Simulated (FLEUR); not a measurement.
Input of a FLEUR MaX-R8.1 (later development tree) run:

File inp.xml:

```xml
<?xml version="1.0" encoding="UTF-8" standalone="no"?>
<fleurInput fleurInputVersion="0.39">
   <comment>
      Sn                                                                                                  
   </comment>
   <calculationSetup>
      <cutoffs Kmax="4.1" Gmax="12.7" GmaxXC="12.7" numbands="0"/>
      <scfLoop itmax="60" minDistance="0.00001" maxIterBroyd="15" imix="Anderson" alpha="0.05" precondParam="0.0" spinf="2.0" sdNocoIR="T"/>
      <coreElectrons ctail="T" frcor="F" kcrel="0" coretail_lmax="0"/>
      <xcFunctional name="PBEs" relativisticCorrections="F"/>
      <magnetism jspins="1"/>
      <soc l_soc="F" theta="0.0" phi="0.0" spav="F"/>
      <expertModes spex="0" secvar="F"/>
      <geometryOptimization l_f="T" forcealpha="1.0" forcemix="BFGS" epsdisp="0.0005" epsforce="0.0002"/>
      <ldaU l_linMix="F" mixParam="0.05" spinf="1.0"/>
   </calculationSetup>
   <cell>
      <bzIntegration valenceElectrons="22.0" mode="hist" fermiSmearingEnergy="0.00183747">
         <kPointListSelection listName="default-1"/>
         <!-- k-points included here -->
         <xi:include xmlns:xi="http://www.w3.org/2001/XInclude" href="kpts.xml"> </xi:include>
      </bzIntegration>
      <!-- symmetry operations included here -->
      <xi:include xmlns:xi="http://www.w3.org/2001/XInclude" href="sym.xml"> </xi:include>
      <bulkLattice scale="1.0">
         <bravaisMatrix>
            <row-1>   -3.2626858534407592     3.3552975513551559     4.4188259656494129</row-1>
            <row-2>    3.2626858534407592    -3.3552975513551559     4.4188259656494129</row-2>
            <row-3>    3.2626858534407592     3.3552975513551559    -4.4188259656494129</row-3>
         </bravaisMatrix>
      </bulkLattice>
   </cell>
   <atomSpecies>
      <species name="Tin (Sn)" element="Sn" atomicNumber="50">
         <mtSphere radius="2.66" gridPoints="879" logIncrement="0.015"/>
         <atomicCutoffs lmax="10" lnonsphr="10"/>
         <electronConfig flipSpins="F">
            <coreConfig>(1s1/2) (2s1/2) (2p1/2) (2p3/2) (3s1/2) (3p1/2) (3p3/2) (3d3/2) (3d5/2)</coreConfig>
            <valenceConfig>(4s1/2) (4p1/2) (4p3/2) (5s1/2) (4d3/2) (4d5/2) (5p1/2) (5p3/2)</valenceConfig>
            <stateOccupation state="(5p1/2)" spinUp="0.333333" spinDown="0.333333"/>
            <stateOccupation state="(5p3/2)" spinUp="0.666667" spinDown="0.666667"/>
         </electronConfig>
         <energyParameters s="5" p="5" d="4" f="4"/>
         <lo type="SCLO" l="0" n="4" eDeriv="0"/>
         <lo type="SCLO" l="1" n="4" eDeriv="0"/>
         <lo type="SCLO" l="1" n="4" eDeriv="1"/>
         <lo type="SCLO" l="2" n="4" eDeriv="2"/>
         <lo type="SCLO" l="3" n="4" eDeriv="2"/>
      </species>
   </atomSpecies>
   <atomGroups>
      <atomGroup species="Tin (Sn)">
         <relPos label="                   1">.0000000000 .0000000000 .0000000000</relPos>
         <force calculate="T" relaxXYZ="TTT"/>
      </atomGroup>
   </atomGroups>
   <output dos="F" band="F" slice="F">
      <checks vchk="F" cdinf="F"/>
      <bandDOS minEnergy="-.5*Htr" maxEnergy="0.5*Htr" sigma="0.015" storeEVData="T"/>
      <vacuumDOS vacdos="F" integ="F" star="F" nstars="0" locx1="0.0" locy1="0.0" locx2="0.0" locy2="0.0" nstm="0" tworkf="0.0"/>
      <unfoldingBand unfoldBand="F" supercellX="1" supercellY="1" supercellZ="1"/>
      <plotting iplot="0" polar="F">
         <plot TwoD="T" vec1="  1.0  0.0  0.0" vec2="  0.0  1.0  0.0" vec3="  0.0  0.0  1.0" zero="  0.0  0.0  0.0" file="plot"/>
      </plotting>
      <chargeDensitySlicing numkpt="0" minEigenval="0.0" maxEigenval="0.0" nnne="0" pallst="F"/>
      <specialOutput eonly="F"/>
      <moessbauerParams electricFieldGradient="T" isomerShift="T" coreHyperfine="T" valenceHyperfine="T"/>
      <magneticCircularDichroism mcd="F" energyLo="-10.0" energyUp="0.0"/>
   </output>
  <!-- We include the file relax.xml here to enable relaxations (see documentation) -->
  <xi:include xmlns:xi="http://www.w3.org/2001/XInclude" href="relax.xml"> <xi:fallback/> </xi:include>
</fleurInput>
```

The input crystal.txt:

```
Sn
&input cartesian=F /
-1.7265390000  1.7755470000  2.3383420000
1.7265390000  -1.7755470000  2.3383420000
1.7265390000  1.7755470000  -2.3383420000
1.8897261246
1.0 1.0 1.0

1
50 0.0000000000  0.0000000000  0.0000000000

&kpt div1=11 div2=11 div3=11 gamma=T /
```

Potentials or basis: all-electron, FLAPW.

Command:

```sh
$ inpgen -f crystal.txt -profile fastHighL
$ # inp.xml edited to the form shown
$ fleur_MPI
```

Estimate the band gap on the k mesh.

none (metal or under the smearing width).

Core levels (eV from the Fermi level):
| atom | levels |
| --- | --- |
| 1 Sn | 1s1/2 -28976.1, 2s1/2 -4369.8, 2p1/2 -4082.0, 2p3/2 -3851.6, 3s1/2 -839.6, 3p1/2 -722.7, 3p3/2 -680.6, 3d3/2 -473.8, 3d5/2 -465.1 |
